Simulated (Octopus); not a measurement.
# ZrO2 under changes of volume

One of the cells (10.990 Å³/atom); the others are scaled copies at fixed shape and fractional positions:

```
CELL_PARAMETERS angstrom
0.00000 2.54507 2.54507
2.54507 0.00000 2.54507
2.54507 2.54507 0.00000
ATOMIC_POSITIONS crystal
Zr 0.00000 0.00000 0.00000
O 0.75000 0.75000 0.75000
O 0.25000 0.25000 0.25000
```

Measurements of this composition are mostly on another form, of space group No. 14.

* Program: Octopus 16.4
* Functional: PBEsol
* Potentials or basis: pseudodojo_pbesol (PseudoDojo 0.4, PBEsol)
* Grid spacing: 0.129 Å
* k mesh: 9 × 9 × 9
* Occupations: fermi-dirac, width 0.05 eV
* Spin: no spin polarisation

| volume (Å³/atom) | energy over the lowest point (meV/atom) | gap on the mesh (eV) |
| --- | --- | --- |
| 10.331 | ? | ? |
| 10.551 | 5.46 | 3.45 |
| 10.770 | 0.00 | 3.40 |
| 10.990 | 1.59 | 3.34 |
| 11.210 | 9.70 | 3.29 |
| 11.430 | 23.66 | 3.24 |
| 11.650 | 43.16 | 3.18 |

Q: What does the run at 10.331 Å³/atom give?

A: Energy over the lowest point 19.14 meV/atom; gap on the mesh 3.51 eV.

Worked out: A Birch-Murnaghan fit of order 3 (a polynomial in V^(-2/3)) to the other rows has its minimum at 10.83 Å³/atom with B0 = V·E''(V) = 248 GPa and B' = 3.3. It gives 18.64 meV/atom at 10.331 Å³/atom, against the run's 19.14. A straight line through the other rows of the gap, of slope -2.71 eV per unit of ln V, extrapolates to 3.51 eV, against the run's 3.51.

Energies are extrapolated to zero smearing.

Caveats: an odd mesh through Γ misses points on the zone boundary, where band edges often lie. Spin-orbit coupling on Zr is left out.
